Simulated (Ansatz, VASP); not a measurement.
**SiGe2 in two plane-wave programs**

Wanted: the spread between two codes on one cell, functional and k mesh. The cell is generated by rule, not measured, and may not be a known phase. The cell is taken from a series of runs on this material, whose earlier steps may have relaxed, scaled, displaced or heated it; both programs get it as it stands.

Method: plane waves, with VASP 6.6.1 beside it; single point at r2SCAN, in Ansatz 0.2.0.

The structure was built from a prototype and need not be the compound's stable phase.

## 1. The starting structure

Symmetry: Ibam, No. 72, orthorhombic system. Conventional cell: a = 7.478 Å, b = 10.576 Å, c = 7.478 Å, α = 90.00°, β = 90.00°, γ = 90.00°. Si has 4 Ge at 2.27 to 2.32 Å nearest. Nearest to Ge lie 2 Si at 2.27 to 2.32 Å. Nearest to Ge lie 2 Si at 2.30 Å. Farther neighbours are not listed.

Coordinates:

```cif
data_structure
_symmetry_space_group_name_H-M 'P 1'
_symmetry_Int_Tables_number 1
_cell_length_a 7.4784
_cell_length_b 7.4784
_cell_length_c 7.4784
_cell_angle_alpha 90.000
_cell_angle_beta 60.000
_cell_angle_gamma 60.000
_cell_volume 295.74
loop_
_atom_site_label
_atom_site_type_symbol
_atom_site_fract_x
_atom_site_fract_y
_atom_site_fract_z
_atom_site_occupancy
Si1 Si 0.00000 0.51038 0.50000 1
Si2 Si 0.00000 0.98962 0.00000 1
Si3 Si 0.50000 0.23962 0.75000 1
Si4 Si 0.50000 0.76038 0.25000 1
Ge5 Ge 0.23348 0.13546 0.88326 1
Ge6 Ge 0.26652 0.61454 0.36674 1
Ge7 Ge 0.75000 0.14372 0.87500 1
Ge8 Ge 0.75000 0.60628 0.37500 1
Ge9 Ge 0.26652 0.61894 0.86674 1
Ge10 Ge 0.23348 0.13106 0.38326 1
Ge11 Ge 0.75000 0.14372 0.37500 1
Ge12 Ge 0.75000 0.60628 0.87500 1
```

## 2. Ansatz: single point, r2SCAN

Ansatz runs on its default PAW (the set named soft_2) files.

With cell and atoms fixed, the geometry can't cause a difference; cores, projectors, grids and the points listed under the comparison can.

Input file input.yaml:

```yaml
crystal:
  lattice:
    - [5.2880224348, 5.2880224348, 0.0]
    - [5.2880224348, 0.0, 5.2880224348]
    - [5.2880224348, 0.0, -5.2880224348]
  atoms:
    - { symbol: Si, position: [0.0, 0.5103832448, 0.5] }
    - { symbol: Si, position: [0.0, -0.0103832448, 1.0] }
    - { symbol: Si, position: [0.5, 0.2396167552, 0.75] }
    - { symbol: Si, position: [0.5, 0.7603832448, 0.25] }
    - { symbol: Ge, position: [0.2334773125, 0.1354592556, 0.8832613438] }
    - { symbol: Ge, position: [0.2665226875, 0.6145407444, 0.3667386562] }
    - { symbol: Ge, position: [0.75, 0.1437205994, 0.875] }
    - { symbol: Ge, position: [0.75, 0.6062794006, 0.375] }
    - { symbol: Ge, position: [0.2665226875, 0.6189365681, 0.8667386562] }
    - { symbol: Ge, position: [0.2334773125, 0.1310634319, 0.3832613438] }
    - { symbol: Ge, position: [0.75, 0.1437205994, 0.375] }
    - { symbol: Ge, position: [0.75, 0.6062794006, 0.875] }
kpoints:
  mp_grid: { grid: [8, 8, 8] }
hamiltonian:
  xc: r2scan
scf:
  occupations: { method: methfessel_paxton, width: 0.2 }
output:
  forces: true
  stress: true
  eigenvalues: true
```

The run is started by

```
> ansatz run input.yaml --threads 8 --pin off --max-ram 14336MiB --backend cpu --events-out ev --progress --plain --runs-dir out
```

Numbers of over 12 decimals in the logs are rounded to 6 here.

Output:

```text
Engine: ansatz 0.2.0, aarch64-unknown-linux-gnu
Pseudopotentials: kind: paw
Pseudopotential: Si, paw, valence charge 4, recommended cutoff 500 eV (meta_gga), Si.paw.azcp
Pseudopotential: Ge, paw, valence charge 14, recommended cutoff 500 eV (meta_gga), Ge.paw.azcp
Functional definition: r2SCAN
  parameter k0 = 0.174
  parameter k1 = 0.065
  parameter a1 = 4.9479
  exchange = r2scan_x(k0 = k0, k1 = k1, a1 = a1)
  correlation = r2scan_c
Crystal: 12 atoms, lattice volume = 295.740 Å³
Basis set: ecut = 500 eV, 7583 PW (Γ), exchange–correlation on 240×240×240 points (64 copies of the dense FFT grid, shifted against one another)
Bands: 77, of which v1, the nominal top of the filled ones, is band 64 counted from 1 (63 counted from 0)
Symmetry: 8 space group operations
Space group: Ibam (ITA 72), of the structure as read, at distance tolerance 6.7e-5 Å
k-points: 95 of 512
Non-local potential: Si, projectors of the file, l = 0: 2, l = 1: 2, l = 2: 2
Non-local potential: Ge, projectors of the file, l = 0: 2, l = 1: 2, l = 2: 3, l = 3: 1
PAW form: soft (Blöchl's): semilocal exchange-correlation on the pseudo side does not see the compensation charge
PAW frozen core: Si, regenerated for the run's functional (the file was generated under x = pbe(κ = 0.804, μ = 0.219515), c = pbe(β = 0.066725))
PAW frozen core: Ge, regenerated for the run's functional (the file was generated under x = pbe(κ = 0.804, μ = 0.219515), c = pbe(β = 0.066725))
PAW one-centre angular grid: Si, 302 points (default); XC on 160 Gauss nodes
PAW one-centre angular grid: Ge, 590 points (default); XC on 160 Gauss nodes
Initial density: superposition of atomic densities (neutral atoms: chi_scale 0, normalization atom), corrected by the library's trained network
Initial wavefunctions: pseudopotential atomic-orbital guess
Functional: x = r2scan, c = r2scan; τ floored in thin density (d = 2e-4 eV/Å³)
SCF iter   1: F=—  HF=-36967.358013 eV  |F-HF|=—  |Δ(HF+E_count)|=         —  Δρ=7.89e-3  dr2=1.94e-1  dr2_τ=2.97e-2  ethr=1.77e-3  ⟨swp⟩=7.4  Hψ=28470  notcnv=0
preconditioner: auto → Kerker (q_TF=auto, 2.373 Å⁻¹)  [metal: Δε(μ)=0.010 eV  Ē_g=7.432 eV  σ=0.200 eV  W_gap=0.04  n_scr=58 (ndim 8)  ℏωp=15.0 eV  f_vac=0.000  D(μ)=6.58/eV (n_scr^D=50)]
SCF iter   2: F=—  HF=-36967.413005 eV  |F-HF|=—  |Δ(HF+E_count)|=   5.50e-2  S|Δr|=    0.00e0  Δρ=4.04e-3  dr2=6.66e-2  dr2_τ=2.06e-4  ethr=1.52e-4  ⟨swp⟩=2.0  Hψ=14553  notcnv=0  defer=3
SCF iter   3: F=—  HF=-36967.403449 eV  |F-HF|=—  |Δ(HF+E_count)|=   9.56e-3  S|Δr|=    0.00e0  Δρ=2.09e-3  dr2=1.76e-2  dr2_τ=1.21e-4  ethr=5.20e-5  ⟨swp⟩=2.6  Hψ=9199  notcnv=0  defer=3
SCF iter   4: F=—  HF=-36967.400395 eV  |F-HF|=—  |Δ(HF+E_count)|=   3.05e-3  S|Δr|=    0.00e0  Δρ=3.54e-4  dr2=7.01e-4  dr2_τ=3.50e-6  ethr=1.37e-5  ⟨swp⟩=2.0  Hψ=9234  notcnv=0  defer=3
SCF iter   5: F=—  HF=-36967.400622 eV  |F-HF|=—  |Δ(HF+E_count)|=   2.27e-4  S|Δr|=    0.00e0  Δρ=1.28e-4  dr2=1.42e-4  dr2_τ=4.30e-7  ethr=5.48e-7  ⟨swp⟩=2.0  Hψ=9510  notcnv=0  defer=3
SCF iter   6: F=—  HF=-36967.400672 eV  |F-HF|=—  |Δ(HF+E_count)|=   5.04e-5  S|Δr|=    0.00e0  Δρ=3.46e-5  dr2=1.08e-5  dr2_τ=7.86e-8  ethr=1.11e-7  ⟨swp⟩=3.0  Hψ=14866  notcnv=0  defer=3
SCF iter   7: F=—  HF=-36967.400646 eV  |F-HF|=—  |Δ(HF+E_count)|=   2.63e-5  S|Δr|=    0.00e0  Δρ=1.85e-5  dr2=1.63e-6  dr2_τ=7.68e-9  ethr=8.46e-9  ⟨swp⟩=2.3  Hψ=13757  notcnv=0  defer=48
SCF iter   8: F=—  HF=-36967.400646 eV  |F-HF|=—  |Δ(HF+E_count)|=   2.13e-7  S|Δr|=    0.00e0  Δρ=1.15e-5  dr2=7.04e-7  dr2_τ=2.95e-9  ethr=1.27e-9  ⟨swp⟩=2.0  Hψ=13172  notcnv=0  defer=57
SCF iter   9: F=-36967.400646 eV  HF=-36967.400646 eV  |F-HF|=1.94e-9  |Δ(HF+E_count)|=   1.97e-7  S|Δr|=    0.00e0  Δρ=2.62e-6  dr2=4.70e-8  dr2_τ=1.95e-10  ethr=7.81e-11  ⟨swp⟩=9.6  Hψ=37100  notcnv=0
SCF 1 converged in 9 iterations: F = -36967.400646 eV  dr2 = 4.70e-8
  greatest PAW one-centre occupation: 0.998 electrons in one spin orbital (limit 2), on the Ge atom at site 11 (counted from 0), in its partial waves of l = 2
SCF converged after 9 iterations
Stability not checked: this state was not tested for a lower state beside it, because cold or Methfessel-Paxton smearing, or corrected tetrahedra, fill the levels in a way that the test cannot read (fill_not_monotonic; see scf.lower_state_search)
Free energy (F): -36967.400646 eV
Harris-Foulkes:  -36967.400646 eV  (|F-HF|=1.94e-9)
Internal energy: -36967.396632 eV  (E = F + TS)
E sigma→0 (E₀):  -36967.399643 eV
Entropy (-TS):   -0.004015 eV (-0.335 meV/atom)
Fermi energy:    6.477781 eV
--- Per-component energies (eV) ---
  E_band       = -1491.104581
  E_kinetic    = 1035.670922
  E_local      = -20892.718242  (includes V_loc(G=0)·N_el)
  E_nonlocal   = 3442.189552
  E_hartree    = 9097.927516
  E_xc         = -749.422441
  E_vxc        = -730.932371  (∫ρ·V_xc dr)
  E_paw        = -18331.788933  (= ΣΔE_a)
  E_vpaw       = -2580.772978  (= ΣTr[D̂ρ^β])
  E_aug_tail   = 0.000145  (compensation charges beyond the density's cutoff)
  E_vtau       = 39.615292  (kinetic-family band-sum trace: ∫τ·v_τ [+ j·A + Jᵃ·Aᵃ] dr)
  E_ewald      = -10560.263291
  E_core_change = -8.991858  (= ΣΔE_core)
  E_smearing   = -0.004015  (= −TS)
  E_closure    = 0.000000  (closes the sum)
  Σ components = -36967.400646   (vs F -36967.400646, Δ=0.00e0)
--- Forces (eV/Å), atoms counted from 1 ---
  atom   1  Si     0.11696652    -0.05341583     0.11696652
  atom   2  Si    -0.11696652    -0.05341583    -0.11696652
  atom   3  Si    -0.11696652     0.05341583    -0.11696652
  atom   4  Si     0.11696652     0.05341583     0.11696652
  atom   5  Ge     0.04600492    -0.70644583     0.04600492
  atom   6  Ge    -0.04600492     0.70644583    -0.04600492
  atom   7  Ge     0.68997832     0.00000000     0.68997832
  atom   8  Ge    -0.68997832    -0.00000000    -0.68997832
  atom   9  Ge     0.04600492     0.70644583     0.04600492
  atom  10  Ge    -0.04600492    -0.70644583    -0.04600492
  atom  11  Ge     0.68997832     0.00000000     0.68997832
  atom  12  Ge    -0.68997832     0.00000000    -0.68997832
  max |Σ_I F_I| component: 3.33e-16 eV/Å
--- Stress (GPa, compression-positive) ---
       -0.481951       0.000000       0.047596
        0.000000      -0.172826       0.000000
        0.047596       0.000000      -0.481951
  P = ⅓ Tr σ = -0.3789 GPa (-3.789 kbar)
--- Band table (eV; the first three rows and the last of 95) ---
  k-point 0: bands = [... 60 lower, 5.8395, 6.0029, 6.6599, 7.3760, 7.4236, 7.4498, 7.9984, 8.0080, ... 9 higher]
  k-point 1: bands = [... 60 lower, 5.7459, 6.0027, 6.9256, 6.9760, 7.2609, 7.4389, 7.8867, 8.0818, ... 9 higher]
  k-point 2: bands = [... 60 lower, 5.5503, 6.1620, 6.3921, 6.4300, 7.0417, 7.3933, 7.5374, 7.6287, ... 9 higher]
  k-point 94: bands = [... 60 lower, 4.7660, 4.8403, 5.8961, 5.9292, 6.6870, 6.7915, 7.0717, 7.1591, ... 9 higher]
```

The run ends at a pressure of -0.38 GPa, with forces up to 0.98 eV/Å.

## 3. VASP: single point, r2SCAN

The same cell, functional, mesh and smearing now go to VASP, with its own data sets.

Lines of VASP's logs that name or quote its potential files are left out, and so is its time.

Input file INCAR:

```
SYSTEM = SiGe2
PREC = Accurate
ENCUT = 550
EDIFF = 1E-06
NELM = 120
ISMEAR = 1
SIGMA = 0.2
LREAL = .FALSE.
ALGO = Normal
METAGGA = R2SCAN
LASPH = .TRUE.
NBANDS = 79
LORBIT = 11
LWAVE = .FALSE.
LCHARG = .FALSE.
ISIF = 2
GGA_COMPAT = .FALSE.
LMIXTAU = .TRUE.
KPAR = 2
```

Input file POSCAR:

```
SiGe2
1.0
    5.2880224348      5.2880224348      0.0000000000
    5.2880224348      0.0000000000      5.2880224348
    5.2880224348      0.0000000000     -5.2880224348
Si Ge
4 8
Direct
    0.0000000000      0.5103832448      0.5000000000
    0.0000000000      0.9896167552      1.0000000000
    0.5000000000      0.2396167552      0.7500000000
    0.5000000000      0.7603832448      0.2500000000
    0.2334773125      0.1354592556      0.8832613438
    0.2665226875      0.6145407444      0.3667386562
    0.7500000000      0.1437205994      0.8750000000
    0.7500000000      0.6062794006      0.3750000000
    0.2665226875      0.6189365681      0.8667386562
    0.2334773125      0.1310634319      0.3832613438
    0.7500000000      0.1437205994      0.3750000000
    0.7500000000      0.6062794006      0.8750000000
```

Input file KPOINTS:

```
Automatic mesh
0
Gamma
8 8 8
0 0 0
```

PAW data sets: Si and Ge_d (PBE family, release 64).

The run is started by

```
> mpirun -np 2 vasp_std
```

Output:

```text
[banner, memory and clock lines left out]
running    2 mpi-ranks, on    1 nodes
 distrk:  each k-point on    1 cores,    2 groups
 distr:  one band on    1 cores,    1 groups

 POSCAR found type information on POSCAR SiGe
 POSCAR found :  2 types and      12 ions
|                                                                             |
|               ----> ADVICE to this user running VASP <----                  |
|                                                                             |
|     You enforced a specific xc type in the INCAR file but a different       |
|     [... a line on the potential file left out ...]
|     I HOPE YOU KNOW WHAT YOU ARE DOING!                                     |
|                                                                             |

 LDA part: xc-table for (None), standard interpolation
 POSCAR, INCAR and KPOINTS ok, starting setup
 FFT: planning ... GRIDC
 FFT: planning ... GRID_SOFT
 FFT: planning ... GRID
 WAVECAR not read
 entering main loop
       N       E                     dE             d eps       ncg     rms          rms(c)
DAV:   1     0.164529657291E+04    0.16453E+04   -0.59393E+04 19112   0.394E+03
DAV:   2     0.206514982457E+03   -0.14388E+04   -0.13772E+04 15010   0.119E+03
DAV:   3    -0.113088491329E+03   -0.31960E+03   -0.30514E+03 15773   0.267E+02
DAV:   4    -0.146629044585E+03   -0.33541E+02   -0.32161E+02 17652   0.930E+01
DAV:   5    -0.148065315090E+03   -0.14363E+01   -0.14181E+01 16851   0.203E+01    0.105E+01
DAV:   6    -0.139960093642E+03    0.81052E+01   -0.24147E+00 16761   0.126E+01    0.629E+00
DAV:   7    -0.128582858553E+03    0.11377E+02   -0.26267E+00 16270   0.793E+00    0.189E+00
DAV:   8    -0.132798514654E+03   -0.42157E+01   -0.19484E+00 16221   0.561E+00    0.723E-01
DAV:   9    -0.133952876128E+03   -0.11544E+01   -0.57895E-01 16622   0.274E+00    0.611E-01
DAV:  10    -0.134319857745E+03   -0.36698E+00   -0.16357E-01 20771   0.268E+00    0.338E-01
DAV:  11    -0.133273441414E+03    0.10464E+01   -0.79249E-01 15308   0.306E+00    0.174E-01
DAV:  12    -0.133940163019E+03   -0.66672E+00   -0.59259E-01 15143   0.231E+00    0.151E-01
DAV:  13    -0.133942488571E+03   -0.23256E-02   -0.24084E-02 20556   0.551E-01    0.128E-01
DAV:  14    -0.133943206102E+03   -0.71753E-03   -0.12076E-03 16664   0.256E-01    0.923E-02
[...]
DAV:  20    -0.133947280973E+03   -0.11092E-05   -0.24853E-06 13151   0.108E-02    0.107E-02
DAV:  21    -0.133947267091E+03    0.13882E-04   -0.80785E-07  9540   0.758E-03    0.113E-02
DAV:  22    -0.133947318748E+03   -0.51657E-04   -0.44802E-05 12113   0.459E-02    0.542E-03
DAV:  23    -0.133947357628E+03   -0.38879E-04   -0.34588E-05 14350   0.332E-02    0.295E-03
DAV:  24    -0.133947362219E+03   -0.45910E-05   -0.34037E-06 12416   0.101E-02    0.276E-03
DAV:  25    -0.133947372014E+03   -0.97959E-05   -0.75217E-06 12176   0.159E-02    0.127E-03
DAV:  26    -0.133947375242E+03   -0.32276E-05   -0.68742E-07  9191   0.104E-02    0.112E-03
DAV:  27    -0.133947374980E+03    0.26158E-06   -0.59822E-07  8870   0.510E-03
   1 F= -.13394737E+03 E0= -.13394601E+03  d E =-.409060E-02
```

(Continued in part 2 of 2.)

[Lines on the potential files, build, host, timing and source positions are cut from VASP's logs without a mark.]

[Logs are printed without paths, hosts, clocks, repeated set-up lines and the standing remarks that a program may print on its own settings, such as how far it seeks lower states.]

[Hosts, paths, dates, database ids (printed as entryN), source tags and the programs' standing remarks are cut or masked in the printed files.]
